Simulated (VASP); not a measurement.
Wanted: the native input for a VASP 6.6.1 run.

```
Task                   : single point
Functional             : PBE
Potentials or basis    : VASP PAW PBE potentials, release 64 (Pb_d, Te)
Cutoff                 : 520 eV
k mesh                 : 7 × 7 × 7
Occupations            : gaussian, width 0.017 eV
Spin                   : no spin polarisation
Further INCAR settings : ALGO = Normal; EDIFF = 1e-06
```

The structure of TePb lies in POSCAR:

```
TePb
1.0
    0.0000000000      3.2310000000      3.2310000000
    3.2310000000      0.0000000000      3.2310000000
    3.2310000000      3.2310000000      0.0000000000
Pb Te
1 1
Direct
    0.0000000000      0.0000000000      0.0000000000
    0.5000000000      0.5000000000      0.5000000000
```

One way to write it, as run:

INCAR

```
ALGO     = Normal         # electronic algorithm
EDIFF    = 1E-6           # SCF threshold, eV
ENCUT    = 520            # plane-wave cutoff, eV
GGA      = PE             # functional
ISIF     = 2              # what is computed and relaxed
ISMEAR   = 0              # smearing method
LASPH    = T              # aspherical terms in the spheres
LCHARG   = F              # write CHGCAR
LREAL    = F              # projectors in reciprocal space
LWAVE    = F              # write WAVECAR
NELM     = 60             # most SCF steps
PREC     = Accurate       # precision mode
SIGMA    = 0.017          # smearing width, eV
```

KPOINTS

```
k-points
0
Gamma
  7 7 7
```

Potentials or basis: VASP PAW PBE potentials, release 64 (Pb_d, Te).

The run is started by

```sh
$ cat potpaw_PBE.64/Pb_d/POTCAR potpaw_PBE.64/Te/POTCAR > POTCAR
$ mpirun -np 1 vasp_std > vasp.out
```

It gave:

```
Pressure : 2.1 GPa
```

Run time: 12 s on 1 thread of Intel(R) Xeon(R) Platinum 8559C (Emerald Rapids) (shared host), peak memory 0.2 GiB.
